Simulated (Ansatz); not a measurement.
# CoO (Pm-3m) in Ansatz: single point with LDA+U

Aim: the single point of CoO with LDA+U.

Everything below comes from runs of Ansatz 0.2.0. Logs are shortened: lines on timing, memory, paths and dates and some standing lists are left out, and cuts for length are marked.

## Step 1: The crystal as given

The structure is cubic, space group Pm-3m (No. 221). The conventional cell has a = 2.571 Å, b = 2.571 Å, c = 2.571 Å, α = 90.00°, β = 90.00°, γ = 90.00°. Around Co (site symmetry m-3m) lie 8 O at 2.23 Å. O (site symmetry m-3m) has 8 Co at 2.23 Å as nearest neighbours.

Measurements of this composition are mostly on another form, of space group No. 225.

## Step 2: Single point, LDA+U, collinear spin, program default start

Input file input.yaml:

```yaml
crystal:
  lattice:
    - [2.57052631, 0.0, 0.0]
    - [0.0, 2.57052631, 0.0]
    - [0.0, 0.0, 2.57052631]
  atoms:
    - { symbol: Co, position: [0.0, 0.0, 0.0] }
    - { symbol: O, position: [0.5, 0.5, 0.5] }
hamiltonian:
  xc: lda
  pseudopotentials: { kind: paw }
  hubbard: { sites: [{ species: Co, l: d, u_eff: 4.0 }] }
magnetization:
  spin_polarized: true
kpoints:
  mp_grid: { grid: [7, 7, 7] }
scf:
  occupations: { method: gaussian, width: 0.05 }
output:
  forces: true
  stress: true
  eigenvalues: true
  write_density: true
  write_potential: true
  elf: true
  volumetric_format: npy
```

Potentials or basis: Ansatz PAW.

Run with:

```console
ansatz run input.yaml --threads 2 --pin off --max-ram 5632MiB --backend cpu --events-out ev --progress --plain --runs-dir out
```

The log of the run:

```text
Warning: RAYON_NUM_THREADS=2 ignored (pool sized by the plan → 2); use --threads N
Co: projections on atomic orbitals take those of the free atom [Ne] 3s2 3p6 3d7 4s2, of charge +0.00 (hamiltonian.pseudopotentials.projection_atoms); the dataset's partial waves leave at most 1.4e-6 of an orbital's norm unspanned inside its sphere
O: projections on atomic orbitals take those of the free atom [He] 2s2 2p4, of charge +0.00 (hamiltonian.pseudopotentials.projection_atoms); the dataset's partial waves leave at most 1.9e-8 of an orbital's norm unspanned inside its sphere
band count auto-derived: 17 (N_el = 23.0; filled up to band 12; 16 by the electrons, moments and atoms)
Engine: ansatz 0.2.0, x86_64-unknown-linux-gnu
Pseudopotentials: kind: paw
Pseudopotential: Co, paw, valence charge 17, recommended cutoff 420 eV (normal), Co.paw.azcp
Pseudopotential: O, paw, valence charge 6, recommended cutoff 420 eV (normal), O.paw.azcp
Functional definition: SPW92
  exchange = slater_x
  correlation = pw_c
Crystal: 2 atoms, lattice volume = 16.985 Å³
Basis set: ecut = 420 eV, 341 PW (Γ)
Bands: 17, of which v1, the nominal top of the filled ones, is band 12 counted from 1 (11 counted from 0)
Symmetry: 48 space group operations
Space group: Pm-3m (ITA 221), of the structure as read, at distance tolerance 2.6e-5 Å
k-points: 20 of 343
Non-local potential: Co, projectors of the file, l = 0: 3, l = 1: 2, l = 2: 3, l = 3: 1
Non-local potential: O, projectors of the file, l = 0: 2, l = 1: 2, l = 2: 1
PAW form: soft (Blöchl's): semilocal exchange-correlation on the pseudo side does not see the compensation charge
PAW frozen core: Co, regenerated for the run's functional, and the local potential with it (the file was generated under x = pbe(κ = 0.804, μ = 0.2195149727645171), c = pbe(β = 0.06672455060314922))
PAW frozen core: O, regenerated for the run's functional, and the local potential with it (the file was generated under x = pbe(κ = 0.804, μ = 0.2195149727645171), c = pbe(β = 0.06672455060314922))
PAW one-centre angular grid: Co, 590 points (default); XC on 64 Gauss nodes
PAW one-centre angular grid: O, 110 points (default); XC on 64 Gauss nodes
Initial density: superposition of atomic densities (chi_scale 0.1, normalization cell, long waves kept (reshape's long-wave potential 0.00 eV rms))
Initial wavefunctions: pseudopotential atomic-orbital guess
Functional: x = slater, c = lda
SCF iter   1: F=—  HF=-5619.381710 eV  |F-HF|=—  |Δ(HF+E_count)|=         —  Δρ=3.52e-1 (↑3.52e-1 ↓3.52e-1)  dr2=7.34e1  dr2_m=0.00e0  M=0.000 μB ∫|m|=0.000 μB  β_m=0.30  ethr=3.10e-3  ⟨swp⟩=5.0  Hψ=1492  notcnv=0
preconditioner: auto → none  [insulator: Δε(μ)=0.090 eV  Ē_g=15.639 eV  σ=0.050 eV  W_gap=0.51  n_scr=6 (ndim 8)  ℏωp=34.9 eV  f_vac=0.000  D(μ)=1.61/eV (n_scr^D=18)  ε∞_Penn≈6.0]
SCF iter   2: F=—  HF=-5627.497522 eV  |F-HF|=—  |Δ(HF+E_count)|=    8.12e0  Δρ=4.41e-1 (↑4.41e-1 ↓4.41e-1)  dr2=9.13e1  dr2_m=0.00e0  M=0.000 μB ∫|m|=0.000 μB  β_m=0.19  ethr=3.10e-3  ⟨swp⟩=4.0  Hψ=1011  notcnv=0  defer=27
SCF iter   3: F=—  HF=-5613.373012 eV  |F-HF|=—  |Δ(HF+E_count)|=    1.41e1  Δρ=1.44e-1 (↑1.44e-1 ↓1.44e-1)  dr2=9.95e0  dr2_m=0.00e0  M=0.000 μB ∫|m|=0.000 μB  β_m=0.25  ethr=3.10e-3  ⟨swp⟩=3.1  Hψ=909  notcnv=0  defer=19
SCF iter   4: F=—  HF=-5610.520196 eV  |F-HF|=—  |Δ(HF+E_count)|=    2.85e0  Δρ=3.42e-1 (↑2.74e-1 ↓3.42e-1)  dr2=1.15e0  dr2_m=1.46e1  M=3.006 μB ∫|m|=3.006 μB  ethr=3.10e-3  ⟨swp⟩=3.5  Hψ=824  notcnv=0  defer=11
Mixer restart at iter 4: flushing history
[... 58 lines left out ...]
SCF 1 converged in 60 iterations: F = -5614.390533 eV  dr2 = 2.06e-8
Symmetry: 8 space group operations
k-points: 52 of 343
Initial density: read from a saved state, or passed on in memory by an earlier SCF of this step, an earlier step, the calling program or the single point that the run made first
Initial wavefunctions: those read from a saved state, or passed on in memory by an earlier step or the calling program
iter 1 solved again at ethr=8.97e-11 eV; its pass at ethr=4.35e-6 eV (dr2=2.06e-8 eV) is discarded
SCF iter   1: F=—  HF=-5614.390533 eV  |F-HF|=—  |Δ(HF+E_count)|=         —  Δρ=1.46e-5 (↑5.53e-6 ↓1.46e-5)  dr2=2.06e-8  dr2_m=1.01e-8  M=3.000 μB ∫|m|=3.009 μB  ethr=8.97e-11  ⟨swp⟩=1.0  Hψ=10477  notcnv=0
preconditioner: auto → none  [insulator: Δε(μ)=1.467 eV  Ē_g=15.683 eV  σ=0.050 eV  W_gap=1.00  n_scr=6 (ndim 8)  ℏωp=34.9 eV  f_vac=0.000  D(μ)=0.00/eV (n_scr^D=0)  ε∞_Penn≈6.0]
an SCF along what the orbitals of the run's state read of its open shells (or to have them read: on a GPU, or by another smearing), with 40 of the crystal's symmetry operations given up (52 k-points in place of 20), reached no lower state that the run goes on to. This is no proof of a minimum
SCF converged after 60 iterations
Magnetization: 3.0000 μB (13.0000 up, 10.0000 down)
Absolute magnetization: 3.0070 μB (∫|ρ↑−ρ↓|, with the PAW one-centre terms)
Spin contamination: 0.0036 ħ² per cell (⟨S²⟩ above its minimum at these occupations)
Per-site moments (μB) at R_I (Å): [(2.557100276165782, 0.9182831977919625), (0.33509451740998525, 0.9182831977919625)]
Free energy (F): -5614.390533 eV
Harris-Foulkes:  -5614.390533 eV  (|F-HF|=1.29e-8)
Internal energy: -5614.390533 eV  (E = F + TS)
E sigma→0 (E₀):  -5614.390533 eV
Fermi energy:    15.945670 eV
--- Per-component energies (eV) ---
  E_band       = -272.543504
  E_kinetic    = 618.833328
  E_local      = -3193.108043  (includes V_loc(G=0)·N_el)
  E_nonlocal   = 520.399129
  E_hartree    = 1308.144940
  E_xc         = -226.888958
  E_vxc        = -293.633430  (∫ρ·V_xc dr)
  E_hubbard    = 0.828605  (on-site DFT+U / exact-exchange correction)
  E_vhub       = -13.045551  (the Hubbard potential's part of the band-sum identity)
  E_paw        = -1602.118454  (= ΣΔE_a)
  E_vpaw       = -528.285256  (= ΣTr[D̂ρ^β])
  E_aug_tail   = 0.002462  (compensation charges beyond the density's cutoff)
  E_ewald      = -3040.998713
  E_core_change = 0.515172  (= ΣΔE_core)
  E_smearing   = -0.000000  (= −TS)
  E_closure    = -0.000000  (closes the sum)
  Σ components = -5614.390533   (vs F -5614.390533, Δ=0.00e0)
--- Forces (eV/Å), atoms counted from 1 ---
  atom   1  Co    -0.00000000    -0.00000000     0.00000000
  atom   2  O      0.00000000    -0.00000000     0.00000000
  max |Σ_I F_I| component: 2.37e-29 eV/Å
--- Stress (GPa, compression-positive) ---
        4.087197      -0.000000       0.000000
       -0.000000       4.087197       0.000000
       -0.000000       0.000000       4.087197
  P = ⅓ Tr σ = 4.0872 GPa (40.872 kbar)
--- Band table (eV; the first three rows and the last of 40) ---
  k-point 0 ↑: bands = ["-80.6913", "-44.2984", "-44.2984", "-44.2984", "-4.4188", "9.3746", "9.3746", "10.9322", "10.9322", "10.9322", "13.2825", "13.2825", "13.2825", "16.9010", "31.4072", "31.4072", "36.1248"]
  k-point 1 ↑: bands = ["-80.6890", "-44.3220", "-44.2965", "-44.2965", "-4.1770", "9.2002", "9.4433", "10.5138", "10.5138", "10.9475", "12.2984", "13.7798", "13.7798", "18.1321", "30.2796", "31.5030", "35.7133"]
  k-point 2 ↑: bands = ["-80.6845", "-44.3743", "-44.2920", "-44.2920", "-3.5647", "7.9258", "9.6009", "9.8601", "9.8601", "10.9821", "12.1084", "14.6315", "14.6315", "19.9711", "27.7237", "31.7754", "34.6159"]
  k-point 19 ↓: bands = ["-77.6409", "-41.4683", "-41.4678", "-41.4678", "-0.5261", "9.9423", "9.9423", "10.0987", "14.2301", "14.2301", "18.1488", "18.7700", "18.7700", "23.1063", "23.7321", "23.7321", "33.2055"]
Occupation matrices written to <dir>
```

Wall time 9.7 s (2 threads of Intel Xeon Platinum 8259CL at 2.50GHz (Skylake/Cascade Lake), shared host); peak memory 0.39 GiB.

Results:

- Free energy: -5614.3905 eV
- Pressure: 4.1 GPa
- Band gap on the k mesh: 1.47 eV, indirect (least direct gap 2.02 eV)
- Net moment: 3.00 μB per cell
- Absolute moment: 3.01 μB per cell
- Site moments: Co +2.56; O +0.34 μB

Eigenvalues of the final occupation matrices:
| site | spin | trace | eigenvalues |
| --- | --- | --- | --- |
| site 1 | 1 | 4.98 | 0.99 0.99 1.00 1.00 1.00 |
| site 1 | 2 | 2.37 | 0.14 0.14 0.14 0.98 0.98 |

Caveat: the magnetic or orbital state may not be the lowest; odd divisions of the mesh miss points on the zone boundary, where band edges often lie, so the gap on the mesh can be too wide; the pressure holds a Pulay correction of +1.1 GPa for the finite cutoff; a cell with one magnetic atom can't hold antiferromagnetic order, which such compounds often take; the PAW data sets come from PBE, with cores solved anew for the run's functional, which leaves a small shift of forces and pressure. A k mesh can miss the band edges.
